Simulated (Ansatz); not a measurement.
Fe:

```
Fe
1.0
    -1.44300    1.44300    1.44300
     1.44300   -1.44300    1.44300
     1.44300    1.44300   -1.44300
Fe
1
Direct
  0.00000 0.00000 0.00000
```

```yaml
Program: Ansatz 0.2.0
Task: relaxation of cell and atoms
Functional: BLYP
Dispersion: D4
Potentials_or_basis: Ansatz PAW
Cutoff: "420 eV (not typed: the program's choice for these potentials)"
k_mesh: 13 × 13 × 13
Occupations: fermi-dirac, width 0.05 eV
Spin: collinear spin, ferromagnetic start
Starting_moments: "[3.0] μB"
```

At the start: volume 12.02 Å³/atom.

**Question.** How do energy, volume and symmetry change on relaxing?

**Answer.** It ends after 7 steps and the volume is 11.24 Å³/atom (-6.5 %); space group Im-3m (No. 229, to 0.05 Å); moment 2.09 μB per cell.

The path:
```
step  energy change (eV)  largest force (eV/Å)  volume (Å³)
   1              0.0000                0.0000        12.02
   2             -0.0258                0.0000        11.53
   3             -0.0304                0.0000        11.17
   4             -0.0306                0.0000        11.24
   5             -0.0302                0.0000        11.24
   6             -0.0302                0.0000        11.24
   7             -0.0302                0.0000        11.24
```

Final structure:
```cif
data_structure
_symmetry_space_group_name_H-M 'P 1'
_symmetry_Int_Tables_number 1
_cell_length_a 2.4438
_cell_length_b 2.4438
_cell_length_c 2.4438
_cell_angle_alpha 109.471
_cell_angle_beta 109.471
_cell_angle_gamma 109.471
_cell_volume 11.24
loop_
_atom_site_label
_atom_site_type_symbol
_atom_site_fract_x
_atom_site_fract_y
_atom_site_fract_z
_atom_site_occupancy
Fe1 Fe 0.00000 0.00000 0.00000 1
```

Caveat: the plane-wave basis is chosen anew once the cell has moved, so the energies of steps on either side of that aren't comparable; the PAW data sets come from PBE, with cores solved anew for the run's functional, which leaves a small shift of forces and pressure.
